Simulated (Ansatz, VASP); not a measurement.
**FeCo (Wairauite): VASP beside Ansatz**

The input INCAR:

```
SYSTEM = FeCo
PREC = Accurate ; ENCUT = 520
EDIFF = 1E-7 ; ISMEAR = -1
SIGMA = 0.05 ; LREAL = .FALSE.
LASPH = .TRUE. ; NELM = 100
ALGO = Normal ; ISIF = 2
LWAVE = .FALSE. ; LCHARG = .FALSE.
ISPIN = 2 ; MAGMOM = 2 3
LORBIT = 11 ; LMAXMIX = 4
GGA = PE ; NBANDS = 20
```

Contents of KPOINTS:

```
Automatic mesh
0
G
  9 9 9
  0 0 0
```

The input POSCAR:

```
FeCo
1.0
    2.8759210812      0.0000000000      0.0000000000
    0.0000000000      2.8759210812      0.0000000000
    0.0000000000      0.0000000000      2.8759210812
Co Fe
1 1
Direct
    0.0000000000      0.0000000000      0.0000000000
    0.5000000000      0.5000000000      0.5000000000
```

The input input.yaml:

```yaml
crystal:
  lattice:
    - [2.8759210812, 0.0, 0.0]
    - [0.0, 2.8759210812, 0.0]
    - [0.0, 0.0, 2.8759210812]
  atoms:
    - { symbol: Co, position: [0.0, 0.0, 0.0], spin: 2.0 }
    - { symbol: Fe, position: [0.5, 0.5, 0.5], spin: 3.0 }
hamiltonian:
  xc: pbe
  pseudopotentials: { kind: paw }
magnetization:
  spin_polarized: true
kpoints:
  mp_grid: { grid: [9, 9, 9] }
scf:
  occupations: { method: fermi_dirac, width: 0.05 }
output:
  forces: true
  stress: true
  eigenvalues: true
  write_density: true
  write_potential: true
  elf: true
  volumetric_format: npy
```

Change from the starting cell: volume scaled by 1.02.

Alike in both runs: task single point; functional PBE; k mesh 9 × 9 × 9; occupations fermi-dirac, width 0.05 eV; collinear spin, ferromagnetic start.

|  | VASP | Ansatz |
| --- | --- | --- |
| version | VASP 6.6.1 | Ansatz 0.2.0 |
| potentials or method | VASP PAW PBE potentials, release 64 (Co, Fe) | Ansatz PAW |
| plane-wave cutoff (eV) | 520 | 420 |
| valence electrons in the cell | 17 | 33 |

|  | VASP | Ansatz | Ansatz less VASP |
| --- | --- | --- | --- |
| gap on the k mesh at the Fermi level (eV) | none | none | - |
| pressure (GPa) | -6.2 | -5.7 | +0.49 |
| net moment per atom (μB) | 2.28 | 2.29 | +0.011 |
| size of the moment on the site where the two differ most (μB) | 1.77 | 1.85 | +0.072 |

Site moments also hang on the region over which each program counts them. A gap of «none» marks a metal or a gap that the smearing closes. The two sets of potentials don't hold the same shells in valence.
